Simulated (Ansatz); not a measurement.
Formation energy of rocksalt-structured NbAs

Computed with Ansatz (plane waves, PAW, 420 eV cutoff): PBE, scalar-relativistic, no spin polarisation, 12×12×12 k-mesh, Gaussian smearing of 0.05 eV. The datasets are Ansatz's generated set soft_2.

The start was a prototype's sites filled with these elements. The Crystallography Open Database lists the compound in space group I41md, so this is a trial structure.

It takes space group Fm-3m (No. 225, cubic). Conventional cell: a = 5.276 Å, b = 5.276 Å, c = 5.276 Å, α = 90.00°, β = 90.00°, γ = 90.00°. Nb (site symmetry m-3m) has 6 As at 2.64 Å as nearest neighbours. As (site symmetry m-3m) is surrounded by 6 Nb at 2.64 Å. (Neighbours are counted to 15 % beyond the shortest distance.)

The elements were computed in their standard states with the same datasets, cutoff and functional. Total energies depend on the potentials used, so only differences within one code and one set of settings carry meaning.

Energy of the relaxed cell (2 atoms, smearing extrapolated to zero): -9408.902 eV. Elements, in eV/atom: Nb -4552.283, As -4856.136.

Problem. What is the formation energy?

Solution. [-9408.902 − (1 × -4552.283 + 1 × -4856.136)] / 2 = -0.24 eV/atom, or -23 kJ per mole of atoms.

The value is for 0 K, without zero-point energy. A negative value shows stability against the elements alone, not against other compounds or structures.
